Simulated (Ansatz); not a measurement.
A (101) slab of Na (P6_3/mmc (No. 194)), 8 planes, outer planes Na (top) and Na (bottom), with 8 atoms (Na8) in a surface cell of A = 25.494 Å², as cut from the bulk:

```xyz
8
Lattice="3.7242 0.0000 0.0000 -1.8621 6.8455 0.0000 0.0000 0.0000 24.0086" Properties=species:S:1:pos:R:3 pbc="T T T"
Na    1.8621    3.8641    7.5000
Na    0.0000    0.6946    7.9741
Na    0.0000    5.3836   10.3448
Na    1.8621    2.2141   10.8190
Na    0.0000    0.0577   13.1897
Na    0.0000    3.7337   13.6638
Na    1.8621    1.5773   16.0345
Na    1.8621    5.2533   16.5086
```

Computed with DFT PBEsol, scalar-relativistic, plane waves, PAW (Ansatz). Settings: cutoff 420 eV, Γ-centred mesh 10×5×1 on the computed 8-atom cell, Gaussian smearing of 0.10 eV; no spin polarisation. The cell repeats along c with a dipole correction in the vacuum.

Against the same 8 atoms in the bulk, the slab as cut lies 0.738 eV higher and the relaxed slab 0.733 eV higher.

Problem. Work out the surface energy before and after relaxation.

Solution. The slab has two faces, so γ = (E_slab − N·E_bulk)/(2A), the mean of both. As cut: 0.738/(2 × 25.494) = 0.0145 eV/Å², and 1 eV/Å² = 16.02 J/m², so γ = 0.23 J/m². Relaxed: 0.733/(2 × 25.494) = 0.0144 eV/Å² = 0.23 J/m². Relaxation recovers 0.7 % of the cost of cutting.

Problem. What is the ideal work of this cut, per area?

Solution. Griffith's ideal work is 2γ: 0.46 J/m², whether the new faces relax or not. Other cuts parallel to this plane can cost less. One thickness was run, 8 planes, so γ can still shift with it.

The reference crystal is a form of Na, which isn't its usual structure.